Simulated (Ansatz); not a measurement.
# Ca: the cost of one run

Program: Ansatz 0.2.0. Level of theory: DFT, scalar-relativistic, functionals as named in each step. These are calculated values, not measurements.

The COD cell was measured well above room temperature, so it is larger than a cold one.

**1. The structure to begin with**

It takes space group Im-3m (No. 229, cubic). Conventional cell: a = 4.480 Å, b = 4.480 Å, c = 4.480 Å, α = 90.00°, β = 90.00°, γ = 90.00°. Around Ca (site symmetry m-3m) lie 8 Ca at 3.88 Å.

Structure file:

```cif
data_structure
_symmetry_space_group_name_H-M 'Im-3m'
_symmetry_Int_Tables_number 229
_cell_length_a 4.4800
_cell_length_b 4.4800
_cell_length_c 4.4800
_cell_angle_alpha 90.000
_cell_angle_beta 90.000
_cell_angle_gamma 90.000
_cell_volume 89.92
loop_
_atom_site_label
_atom_site_type_symbol
_atom_site_symmetry_multiplicity
_atom_site_Wyckoff_symbol
_atom_site_fract_x
_atom_site_fract_y
_atom_site_fract_z
_atom_site_occupancy
Ca1 Ca 2 a 0.00000 0.00000 0.00000 1
```

The file gives the conventional cell by its symmetry; the runs use the cell typed in the input.

**2. LDA, LAPW**

input.yaml

```yaml
crystal:
  lattice:
    - [-2.24, 2.24, 2.24]
    - [2.24, -2.24, 2.24]
    - [2.24, 2.24, -2.24]
  atoms:
    - { symbol: Ca, position: [0.0, 0.0, 0.0] }
kpoints:
  mp_grid: { grid: [10, 10, 10] }
  band_path:
    path:
      - [0.0, 0.0, 0.0]
      - [0.5, -0.5, 0.5]
      - [0.0, 0.0, 0.5]
      - [0.0, 0.0, 0.0]
      - [0.25, 0.25, 0.25]
      - [0.5, -0.5, 0.5]
      - [0.25, 0.25, 0.25]
      - [0.0, 0.0, 0.5]
    npoints: 5
scf:
  occupations: { method: fermi_dirac, width: 0.05 }
hamiltonian:
  xc: lda
  pseudopotentials: { kind: all_electron, lapw: { basis_error: 0.00025 } }
output:
  forces: true
  stress: true
  eigenvalues: true
```

Launch:

```sh
ansatz run input.yaml --threads 1 --pin off --max-ram 2048MiB --backend cpu --events-out ev --progress --plain --runs-dir out
```

What time and memory should one allow on 1 thread of Arm Neoverse V1, shared host?

About 3 s, with a peak of 0.21 GiB.
